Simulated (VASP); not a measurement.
# GdN (Fm-3m) in VASP: further runs

One crystal, GdN, is run at these levels: PBE+U; tasks: single point.

Everything below comes from runs of VASP 6.6.1. Logs are shortened: lines on timing, memory, paths and dates and some standing lists are left out, and cuts for length are marked.

### Step 1. The structure

It takes space group Fm-3m (No. 225, cubic). Conventional cell: a = 5.010 Å, b = 5.010 Å, c = 5.010 Å, α = 90.00°, β = 90.00°, γ = 90.00°. Around Gd (site symmetry m-3m) lie 6 N at 2.50 Å. N (site symmetry m-3m) is surrounded by 6 Gd at 2.50 Å.

The cell comes from a database or a generator and needn't be the stable form of this composition.

### Step 2. Single point, PBE+U, collinear spin, ferromagnetic start

Input file INCAR:

```
SYSTEM = GdN
PREC     = Accurate       ! precision mode
ENCUT    = 520            ! plane-wave cutoff, eV
EDIFF    = 1E-7           ! SCF threshold, eV
ISMEAR   = -1             ! smearing method
SIGMA    = 0.05           ! smearing width, eV
LREAL    = .False.        ! projectors in reciprocal space
LASPH    = .True.         ! aspherical terms in the spheres
NELM     = 100            ! most SCF steps
ALGO     = Normal         ! electronic algorithm
ISIF     = 2              ! what is computed and relaxed
LWAVE    = .False.        ! write WAVECAR
LCHARG   = .False.        ! write CHGCAR
ISPIN    = 2              ! spin polarisation
MAGMOM   = 7 7 0 0        ! initial moments
LORBIT   = 11             ! projections on sites
LMAXMIX  = 6              ! l up to which the mixer works
LDAU     = .True.         ! DFT+U
LDAUTYPE = 2            
LDAUL    = 3 -1           ! shell
LDAUU    = 8 0            ! U, eV
LDAUJ    = 0 0          
LDAUPRINT= 1            
GGA      = PE             ! functional
```

Input file KPOINTS:

```
regular mesh
0
Gamma
  7 7 7
  0 0 0
```

Input file POSCAR:

```
GdN
1.0
    2.5050000000      2.5050000000      5.0100000000
    5.0100000000      2.5050000000      2.5050000000
    2.5050000000      5.0100000000      2.5050000000
Gd N
2 2
Direct
    0.0000000000      0.0000000000      0.0000000000
    0.5000000000      0.5000000000      0.5000000000
    0.2500000000      0.2500000000      0.2500000000
    0.7500000000      0.7500000000      0.7500000000
```

Potentials or basis: VASP PAW PBE potentials, release 64 (Gd, N).

Started as:

```sh
cat potpaw_PBE.64/Gd/POTCAR potpaw_PBE.64/N/POTCAR > POTCAR
mpirun -np 1 vasp_std > vasp.out
```

OUTCAR:

```text
SYSTEM = GdN
   PREC = Accurate
   ENCUT = 520
   EDIFF = 1E-7
   ISMEAR = -1
   LREAL = .False.
   LASPH = .True.
   NELM = 100
   ISIF = 2
   ISPIN = 2
   LORBIT = 11
   GGA = PE

 ion  position               nearest neighbor table
   1  0.000  0.000  0.000-   4 2.50   4 2.50   4 2.50   3 2.50   3 2.50   3 2.50   2 3.54   2 3.54
                             2 3.54   2 3.54   2 3.54   2 3.54
   2  0.500  0.500  0.500-   3 2.50   3 2.50   3 2.50   4 2.50   4 2.50   4 2.50   1 3.54   1 3.54
                             1 3.54   1 3.54   1 3.54   1 3.54
   3  0.250  0.250  0.250-   1 2.50   1 2.50   1 2.50   2 2.50   2 2.50   2 2.50
   4  0.750  0.750  0.750-   2 2.50   2 2.50   2 2.50   1 2.50   1 2.50   1 2.50

  LATTYP: Found a trigonal (rhomboedric) cell.
 ALAT       =     6.1359718057
 COS(alpha) =     0.8333333333

  Lattice vectors:

 A1 = (   2.5050000000,   2.5050000000,   5.0100000000)
 A2 = (   5.0100000000,   2.5050000000,   2.5050000000)
 A3 = (   2.5050000000,   5.0100000000,   2.5050000000)

Analysis of symmetry for initial positions (statically):
=====================================================================
 Subroutine PRICEL returns following result:

  LATTYP: Found a face centered cubic cell.
 ALAT       =     5.0100000000
[... 12 lines left out ...]
 Subroutine GETGRP returns: Found 12 space group operations
 (whereof 12 operations were pure point group operations)
 out of a pool of 12 trial point group operations.

The static configuration has the point symmetry D_3d.

Analysis of symmetry for dynamics (positions and initial velocities):
=====================================================================
 Subroutine PRICEL returns following result:

  LATTYP: Found a face centered cubic cell.
 ALAT       =     5.0100000000
[... 12 lines left out ...]
 Subroutine GETGRP returns: Found 12 space group operations
 (whereof 12 operations were pure point group operations)
 out of a pool of 12 trial point group operations.

The dynamic configuration has the point symmetry D_3d.

Analysis of structural, dynamic, and magnetic symmetry:
=====================================================================
 Subroutine PRICEL returns following result:

  LATTYP: Found a face centered cubic cell.
 ALAT       =     5.0100000000
[... 12 lines left out ...]
 Subroutine GETGRP returns: Found 12 space group operations
 (whereof 12 operations were pure point group operations)
 out of a pool of 12 trial point group operations.

The overall configuration has the point symmetry D_3d.

 Subroutine INISYM returns: Found 12 space group operations
 (whereof 12 operations are pure point group operations),
 and found     2 'primitive' translations

----------------------------------------------------------------------------------------

                                     Primitive cell

  volume of cell :      31.4379

  direct lattice vectors                    reciprocal lattice vectors
    -2.505000000  2.505000000  0.000000000    -0.199600798  0.199600798  0.199600798
[... 176 lines left out ...]
  0.0000  0.9899  0.0000 -0.0000  0.0000 -0.0000 -0.0000
  0.0012  0.0000  0.9921  0.0000  0.0000  0.0000 -0.0000
 -0.0000 -0.0000  0.0000  0.9936  0.0000  0.0000  0.0000
  0.0000  0.0000  0.0000  0.0000  0.9921 -0.0000 -0.0012
  0.0000 -0.0000  0.0000  0.0000 -0.0000  0.9912  0.0000
  0.0000 -0.0000 -0.0000  0.0000 -0.0012  0.0000  0.9927

spin component  2

  0.0062  0.0000  0.0027  0.0000 -0.0000  0.0000  0.0000
  0.0000  0.0003  0.0000 -0.0000  0.0000  0.0000 -0.0000
  0.0027  0.0000  0.0048  0.0000 -0.0000  0.0000  0.0000
  0.0000 -0.0000  0.0000  0.0083  0.0000 -0.0000 -0.0000
 -0.0000  0.0000 -0.0000  0.0000  0.0048 -0.0000 -0.0027
  0.0000  0.0000  0.0000 -0.0000 -0.0000  0.0027  0.0000
  0.0000 -0.0000  0.0000 -0.0000 -0.0027  0.0000  0.0062

 occupancies and eigenvectors

  o =  0.0003  v =  0.0000  0.0000  0.0000  0.0000  0.0000  0.0000  0.0000  0.0000 -1.0000  0.0000 -0.0000  0.0000  0.0000 -0.0000      0.0000  0.0000  0.0000  0.0000  0.0000  0.0000  0.0000  0.0000  0.0000  0.0000  0.0000  0.0000  0.0000  0.0000
  o =  0.0027  v =  0.0000  0.0000  0.0000  0.0000  0.0000  0.0000  0.0000 -0.3061  0.0000  0.3968 -0.0002 -0.2440 -0.8088 -0.1875      0.0000  0.0000  0.0000  0.0000  0.0000  0.0000  0.0000  0.0000  0.0000  0.0000  0.0000  0.0000  0.0000  0.0000
  o =  0.0027  v =  0.0000  0.0000  0.0000  0.0000  0.0000  0.0000  0.0000  0.3954  0.0000 -0.5091  0.0013 -0.5976 -0.1117 -0.4635      0.0000  0.0000  0.0000  0.0000  0.0000  0.0000  0.0000  0.0000  0.0000  0.0000  0.0000  0.0000  0.0000  0.0000
  o =  0.0028  v =  0.0000  0.0000  0.0000  0.0000  0.0000  0.0000  0.0000  0.3536 -0.0000 -0.4564  0.0000  0.4564 -0.5774  0.3536      0.0000  0.0000  0.0000  0.0000  0.0000  0.0000  0.0000  0.0000  0.0000  0.0000  0.0000  0.0000  0.0000  0.0000
  o =  0.0083  v =  0.0000  0.0000  0.0000  0.0000  0.0000  0.0000  0.0000  0.4564  0.0001  0.3536 -0.5774  0.3536 -0.0000 -0.4564      0.0000  0.0000  0.0000  0.0000  0.0000  0.0000  0.0000  0.0000  0.0000  0.0000  0.0000  0.0000  0.0000  0.0000
  o =  0.0083  v =  0.0000  0.0000  0.0000  0.0000  0.0000  0.0000  0.0000  0.3208 -0.0000  0.2499  0.8165  0.2519 -0.0000 -0.3233      0.0000  0.0000  0.0000  0.0000  0.0000  0.0000  0.0000  0.0000  0.0000  0.0000  0.0000  0.0000  0.0000  0.0000
  o =  0.0083  v =  0.0000  0.0000  0.0000  0.0000  0.0000  0.0000  0.0000  0.5601 -0.0000  0.4331  0.0018 -0.4319  0.0013  0.5587      0.0000  0.0000  0.0000  0.0000  0.0000  0.0000  0.0000  0.0000  0.0000  0.0000  0.0000  0.0000  0.0000  0.0000
  o =  0.9899  v = -0.0001  1.0000 -0.0001  0.0001 -0.0001  0.0000  0.0001  0.0000  0.0000  0.0000  0.0000  0.0000  0.0000  0.0000      0.0000  0.0000  0.0000  0.0000  0.0000  0.0000  0.0000  0.0000  0.0000  0.0000  0.0000  0.0000  0.0000  0.0000
  o =  0.9912  v =  0.2635  0.0000 -0.3533  0.0004  0.3015  0.8156  0.2229  0.0000  0.0000  0.0000  0.0000  0.0000  0.0000  0.0000      0.0000  0.0000  0.0000  0.0000  0.0000  0.0000  0.0000  0.0000  0.0000  0.0000  0.0000  0.0000  0.0000  0.0000
  o =  0.9912  v = -0.4249  0.0000  0.5402 -0.0095  0.5707  0.0380  0.4476  0.0000  0.0000  0.0000  0.0000  0.0000  0.0000  0.0000      0.0000  0.0000  0.0000  0.0000  0.0000  0.0000  0.0000  0.0000  0.0000  0.0000  0.0000  0.0000  0.0000  0.0000
  o =  0.9913  v =  0.3536  0.0000 -0.4564 -0.0000  0.4564 -0.5774  0.3536  0.0000  0.0000  0.0000  0.0000  0.0000  0.0000  0.0000      0.0000  0.0000  0.0000  0.0000  0.0000  0.0000  0.0000  0.0000  0.0000  0.0000  0.0000  0.0000  0.0000  0.0000
  o =  0.9936  v =  0.4564  0.0003  0.3536 -0.5774  0.3536 -0.0000 -0.4564  0.0000  0.0000  0.0000  0.0000  0.0000  0.0000  0.0000      0.0000  0.0000  0.0000  0.0000  0.0000  0.0000  0.0000  0.0000  0.0000  0.0000  0.0000  0.0000  0.0000  0.0000
  o =  0.9936  v =  0.5684  0.0000  0.4345  0.0172 -0.4238  0.0095  0.5551  0.0000  0.0000  0.0000  0.0000  0.0000  0.0000  0.0000      0.0000  0.0000  0.0000  0.0000  0.0000  0.0000  0.0000  0.0000  0.0000  0.0000  0.0000  0.0000  0.0000  0.0000
  o =  0.9936  v =  0.3058 -0.0000  0.2474  0.8163  0.2654 -0.0002 -0.3294  0.0000  0.0000  0.0000  0.0000  0.0000  0.0000  0.0000      0.0000  0.0000  0.0000  0.0000  0.0000  0.0000  0.0000  0.0000  0.0000  0.0000  0.0000  0.0000  0.0000  0.0000

 number of electron      46.0000003 magnetization      14.0001667

 Free energy of the ion-electron system (eV)
  ---------------------------------------------------
  ext. energy  EPLUGINS =         0.00000000
  ---------------------------------------------------
  free energy    TOTEN  =       -45.43491182 eV

  energy without entropy =      -45.43364773  energy(sigma->0) =      -45.43427978

 E-fermi :   3.6599     XC(G=0): -11.5019

 val. band max:        3.6517347276   @ k =   0.1429   0.1429   0.1429
 cond. band min:       3.8664283541   @ k =   0.0000   0.0000   0.0000
 fundamental gap:      0.2146936265
 Fermi energy:         3.6598711096

 spin component 1

 k-point     1 :       0.0000    0.0000    0.0000
  band No.  band energies     occupation
      1     -40.0264      1.00000
      2     -39.9409      1.00000
      3     -18.1098      1.00000
      4     -17.1153      1.00000
      5     -17.1153      1.00000
      6     -17.0270      1.00000
[... 1769 lines left out ...]
     33      10.1798      0.00000
     34      10.3740      0.00000

 [... further k-points ...]

------------------------ aborting loop because EDIFF is reached ----------------------------------------

  FORCE on cell =-STRESS in cart. coord.  units (eV):
  Direction    XX          YY          ZZ          XY          YZ          ZX
  --------------------------------------------------------------------------------------
  -------------------------------------------------------------------------------------
  Total        0.0124202      0.0124202      0.0124202     -0.0078408     -0.0078408     -0.0078408
  in kB        0.3164864      0.3164864      0.3164864     -0.1997973     -0.1997973     -0.1997973
  external PRESSURE =       0.3164864 kB  Pullay stress =       0.0000000 kB

 VOLUME and BASIS-vectors are now :
 -----------------------------------------------------------------------------
  energy-cutoff  :      520.00
  volume of cell :       62.88
      direct lattice vectors                 reciprocal lattice vectors
     2.505000000  2.505000000  5.010000000    -0.099800399 -0.099800399  0.299401198
     5.010000000  2.505000000  2.505000000     0.299401198 -0.099800399 -0.099800399
     2.505000000  5.010000000  2.505000000    -0.099800399  0.299401198 -0.099800399

 POSITION                                       TOTAL-FORCE (eV/Angst)
 -----------------------------------------------------------------------------------
      0.00000      0.00000      0.00000        -0.000000     -0.000000     -0.000000
      5.01000      5.01000      5.01000        -0.000000      0.000000      0.000000
      2.50500      2.50500      2.50500         0.000000      0.000000     -0.000000
      7.51500      7.51500      7.51500         0.000000      0.000000      0.000000
 -----------------------------------------------------------------------------------
    total drift:                               -0.000000     -0.000000      0.000000

  FREE ENERGIE OF THE ION-ELECTRON SYSTEM (eV)
  ---------------------------------------------------
  free  energy   TOTEN  =       -45.4349118185 eV

  energy  without entropy=      -45.4336477348  energy(sigma->0) =      -45.43427978

 total charge

# of ion       s       p       d       f       tot
--------------------------------------------------
    1        2.035   5.667   0.535   6.971  15.208
    2        2.035   5.667   0.535   6.971  15.208
    3        1.248   2.384   0.000   0.000   3.632
    4        1.248   2.384   0.000   0.000   3.632
--------------------------------------------------
tot          6.565  16.102   1.070  13.942  37.679

 magnetization (x)

# of ion       s       p       d       f       tot
--------------------------------------------------
    1       -0.006  -0.087   0.068   6.906   6.881
    2       -0.006  -0.087   0.068   6.906   6.881
    3       -0.009  -0.107   0.000   0.000  -0.116
    4       -0.009  -0.107   0.000   0.000  -0.116
--------------------------------------------------
tot         -0.031  -0.388   0.135  13.813  13.529
```

Run time: 46 min. Hardware: 1 thread of Intel Xeon Platinum 8375C at 2.90GHz (Ice Lake), shared host; peak memory 0.5 GiB.

What came out:

| Item | Value |
| --- | --- |
| Free energy | -45.4349 eV |
| Pressure | 0.0 GPa |
| Band gap on the k mesh | none (metal or under the smearing width) |
| Net moment | 14.00 μB per cell |
| Site moments | Gd +6.88; N -0.12 μB |
| Valence electrons inside the program's atomic spheres | Gd 15.21; N 3.63 |

Eigenvalues of the final occupation matrices:
```csv
site,spin,trace,eigenvalues
site 1 f,1,6.94,0.99 0.99 0.99 0.99 0.99 0.99 0.99
site 1 f,2,0.03,0.00 0.00 0.00 0.00 0.01 0.01 0.01
site 2 f,1,6.94,0.99 0.99 0.99 0.99 0.99 0.99 0.99
site 2 f,2,0.03,0.00 0.00 0.00 0.00 0.01 0.01 0.01
```

Caveat: spin-orbit coupling is left out, which moves the levels of the heavy elements. The state reached can hang on the start; a lower one may exist.

### Step 3. Single point, PBE+U, collinear spin, antiferromagnetic start

Changes to INCAR since step 2:

```diff
@@ -14,3 +14,3 @@
 ISPIN    = 2              ! spin polarisation
-MAGMOM   = 7 7 0 0        ! initial moments
+MAGMOM   = 7 -7 0 0       ! initial moments
 LORBIT   = 11             ! projections on sites
```

KPOINTS is that of step 2.

POSCAR is that of step 2.

Potentials or basis: VASP PAW PBE potentials, release 64 (Gd, N).

Started as:

```sh
cat potpaw_PBE.64/Gd/POTCAR potpaw_PBE.64/N/POTCAR > POTCAR
mpirun -np 1 vasp_std > vasp.out
```

Run time: 38 min. Hardware: 1 thread of Intel Xeon Platinum 8375C at 2.90GHz (Ice Lake), shared host; peak memory 0.48 GiB.

Results (log left out):

```
Free energy                                           : -45.4254 eV
Pressure                                              : 0.2 GPa
Band gap on the k mesh                                : 0.17 eV
Net moment                                            : 0.00 μB per cell
Site moments                                          : Gd +6.88, -6.88; N +0.00 μB
Valence electrons inside the program's atomic spheres : Gd 15.21; N 3.63
```

Stress tensor (GPa, compression positive):
```
0.17 0.06 0.06
0.06 0.17 0.06
0.06 0.06 0.17
```

Levels at points of the mesh, in eV from the valence-band top:
Spin up:
| k point | band 21 | band 22 | band 23 | band 24 | band 25 | band 26 |
| --- | --- | --- | --- | --- | --- | --- |
| (0.00, 0.00, 0.00) | -0.01 | 0.00 | 0.00 | 3.02 | 3.02 | 3.03 |
Spin down:
| k point | band 19 | band 20 | band 21 | band 22 | band 23 | band 24 | band 25 | band 26 | band 27 |
| --- | --- | --- | --- | --- | --- | --- | --- | --- | --- |
| (0.00, 0.00, 0.00) | -2.24 | -2.24 | -0.01 | 0.00 | 0.00 | 3.02 | 3.02 | 3.03 | 3.57 |

Eigenvalues of the final occupation matrices:
```csv
site,spin,trace,eigenvalues
site 1 f,1,6.95,0.99 0.99 0.99 0.99 0.99 0.99 0.99
site 1 f,2,0.03,0.00 0.00 0.00 0.00 0.01 0.01 0.01
site 2 f,1,0.03,0.00 0.00 0.00 0.00 0.01 0.01 0.01
site 2 f,2,6.95,0.99 0.99 0.99 0.99 0.99 0.99 0.99
```

Caveat: spin-orbit coupling is left out, which moves the levels of the heavy elements; an odd mesh through Γ misses points on the zone boundary, where band edges often lie. The state reached can hang on the start; a lower one may exist.
